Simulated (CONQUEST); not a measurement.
# GaSb under changes of volume

One of the cells (28.625 Å³/atom); the others are scaled copies at fixed shape and fractional positions:

```
CELL_PARAMETERS angstrom
4.32608 0.00000 0.00000
0.00000 4.32608 0.00000
0.00000 0.00000 6.11800
ATOMIC_POSITIONS crystal
Sb 0.00000 0.50000 0.25000
Sb 0.50000 0.00000 0.75000
Ga 0.00000 0.00000 0.00000
Ga 0.50000 0.50000 0.50000
```

| Item | Value |
| --- | --- |
| Program | CONQUEST 1.3 |
| Functional | PBEsol |
| Potentials or basis | PseudoDojo NC PBEsol, DZP, grid of 48 × 48 × 60 points |
| k mesh | 6 × 6 × 5 |
| Occupations | fermi-dirac, width 0.05 eV |
| Spin | no spin polarisation |

```tsv
volume (Å³/atom)	energy over the lowest point (meV/atom)	pressure (GPa)	gap on the mesh (eV)
26.907	20.08	4.0	0.48
27.480	?	?	?
28.052	2.20	1.2	0.15
28.625	0.00	0.1	none
29.197	1.39	-0.9	none
29.770	6.05	-1.8	none
30.342	14.25	-2.7	none
```

Question: What does the run at 27.480 Å³/atom give?

Answer: Energy over the lowest point 8.64 meV/atom; pressure 2.5 GPa; gap on the mesh 0.31 eV.

Worked out: A Birch-Murnaghan fit of order 3 (a polynomial in V^(-2/3)) to the other rows has its minimum at 28.69 Å³/atom with B0 = V·E''(V) = 53 GPa and B' = 3.8. It gives 8.86 meV/atom at 27.480 Å³/atom, against the run's 8.64, and -dE/dV = 2.5 GPa, against 2.5.

Energies are extrapolated to zero smearing.

Caveats: the basis of atomic orbitals isn't converged, which shifts pressures, moduli and gaps; the real-space grid breaks the cell's symmetry a little; spin-orbit coupling is left out, which moves the levels of the heavy elements (some runs); an odd mesh through Γ misses points on the zone boundary, where band edges often lie (some runs).

A gap of «none» marks a metal or a gap under the smearing width.
